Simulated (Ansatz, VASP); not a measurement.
# One calculation of C, two programs

File INCAR:

```
PREC = Accurate ; ENCUT = 520
EDIFF = 1E-7 ; ISMEAR = 0
SIGMA = 0.05 ; LREAL = False
LASPH = True ; NELM = 100
ALGO = Normal ; ISIF = 2
LWAVE = False ; LCHARG = False
NBANDS = 11
```

KPOINTS

```
Automatic mesh
0
Gamma
  12 12 12
```

File POSCAR:

```
C
1.0
    0.0000000000      1.8628874625      1.7039681529
    1.7304547045      0.0000000000      1.7039681529
    1.7304547045      1.8628874625      0.0000000000
C
2
Direct
    0.5000000000      0.5000000000      0.5000000000
    0.7500000000      0.7500000000      0.7500000000
```

Input for Ansatz:

```yaml
crystal:
  lattice:
    - [0.0, 1.8628874625, 1.7039681529]
    - [1.7304547045, 0.0, 1.7039681529]
    - [1.7304547045, 1.8628874625, 0.0]
  atoms:
    - { symbol: C, position: [0.5, 0.5, 0.5] }
    - { symbol: C, position: [0.75, 0.75, 0.75] }
basis:
  ecutwfc: 520.0
kpoints:
  mp_grid: { grid: [12, 12, 12] }
hamiltonian:
  xc: lda
  pseudopotentials: { kind: paw, azcp: { folder: soft_1 } }
scf:
  occupations: { method: gaussian, width: 0.05 }
output:
  forces: true
  stress: true
  eigenvalues: true
```

Change from the starting cell: strain +e along x and -e along y -0.0375, strain +e along z and -e/2 along x and y -0.0350.

Alike in both runs: task single point; functional LDA; k mesh 12 × 12 × 12; occupations gaussian, width 0.05 eV; no spin polarisation.

|  | VASP | Ansatz |
| --- | --- | --- |
| version | VASP 6.6.1 | Ansatz 0.2.0 |
| potentials or method | VASP PAW LDA potentials, release 64 (C) | scalar-relativistic, plane waves, PAW |
| plane-wave cutoff (eV) | 520 | 520 |
| valence electrons in the cell | 8 | 8 |

VASP gave:

* gap on the k mesh at the Fermi level (eV): 2.88
* least direct gap on the mesh (eV): 4.72
* pressure (GPa): 2.9
* largest component of the traceless stress (GPa): 56.07

Task: Which values does Ansatz return?

Result: gap on the k mesh at the Fermi level (eV): 2.89; least direct gap on the mesh (eV): 4.71; pressure (GPa): 1.2; largest component of the traceless stress (GPa): 56.16.

Ansatz warned: «pseudo_functional_mismatch».
